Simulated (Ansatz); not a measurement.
Wanted: the native input for an Ansatz 0.2.0 run.

* Task: band structure
* Functional: revPBE
* Potentials or basis: all-electron LAPW, scalar-relativistic
* Cutoff: 448 eV (chosen from the basis error)
* Basis error allowed: 0.001 eV/atom
* k mesh: 13 × 13 × 13
* Occupations: fermi-dirac, width 0.05 eV
* Spin: no spin polarisation

Crystal: C.

```
C
1.0
     0.00000    1.78337    1.78337
     1.78337    0.00000    1.78337
     1.78337    1.78337    0.00000
C
2
Direct
  0.75000 0.75000 0.75000
  0.50000 0.50000 0.50000
```

This isn't the form of C at room conditions, which is graphite.

The input as run:

input.yaml

```yaml
crystal:
  lattice:
    - [0.0, 1.78337, 1.78337]
    - [1.78337, 0.0, 1.78337]
    - [1.78337, 1.78337, 0.0]
  atoms:
    - { symbol: C, position: [0.75, 0.75, 0.75] }
    - { symbol: C, position: [0.5, 0.5, 0.5] }
kpoints:
  mp_grid: { grid: [13, 13, 13] }
  band_path:
    path:
      - [0.0, 0.0, 0.0]
      - [0.5, 0.0, 0.5]
      - [0.5, 0.25, 0.75]
      - [0.375, 0.375, 0.75]
      - [0.0, 0.0, 0.0]
      - [0.5, 0.5, 0.5]
      - [0.625, 0.25, 0.625]
      - [0.5, 0.25, 0.75]
    npoints: 6
scf:
  occupations: { method: fermi_dirac, width: 0.05 }
hamiltonian:
  xc: revpbe
  pseudopotentials: { kind: all_electron, lapw: { basis_error: 0.001 } }
output:
  forces: true
  stress: true
  eigenvalues: true
```

Potentials or basis: all-electron LAPW, scalar-relativistic.

Command:

```sh
$ ansatz run input.yaml --threads 1 --pin off --max-ram 3072MiB --backend cpu --events-out ev --progress --plain --runs-dir out
```

It gave:

The pressure is 6.4 GPa. The band gap on the k mesh is 4.14 eV, indirect (least direct gap 5.60 eV) and the band gap along the path is 4.16 eV, indirect (least direct gap 5.60 eV).

It took 4.6 s on 1 thread of Arm Neoverse V2, with other jobs on the host, peak memory 0.24 GiB.
